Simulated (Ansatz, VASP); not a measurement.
SnTe2 in VASP and in Ansatz

```
Sn Te
1.0
     0.00000    3.72451    3.72451
     3.72451    0.00000    3.72451
     3.72451    3.72451    0.00000
Sn Te
1 2
Cartesian
  0.0000 0.0000 0.0000
  1.8623 1.8623 1.8623
  5.5868 5.5868 5.5868
```

Alike in both runs: functional PBE; k mesh 4 × 4 × 4; occupations gaussian, width 0.1 eV; no spin polarisation.

Ansatz relaxed the structure, and its values are those at the end. VASP's run is a single point on that final structure, the one shown.

```csv
,VASP,Ansatz
version,VASP 6.6.1,Ansatz 0.2.0
potentials or method,"VASP PAW PBE potentials, release 64 (Sn_d, Te)","scalar-relativistic, plane waves, PAW"
plane-wave cutoff (eV),520,420
valence electrons in the cell,26,46
```

|  | VASP | Ansatz | Ansatz less VASP |
| --- | --- | --- | --- |
| gap on the k mesh at the Fermi level (eV) | none | none | - |
| pressure (GPa) | 0.2 | 0.2 | +0.03 |

A gap of «none» marks a metal or a gap that the smearing closes. The functional is the same, so the differences come from potentials, cutoffs and numerics. The two sets of potentials don't hold the same shells in valence.

Caveats: the k mesh is coarse (spacing up to 0.37 Å⁻¹), so the values aren't converged. The runs have no spin-orbit coupling, so splittings on Te are missing.
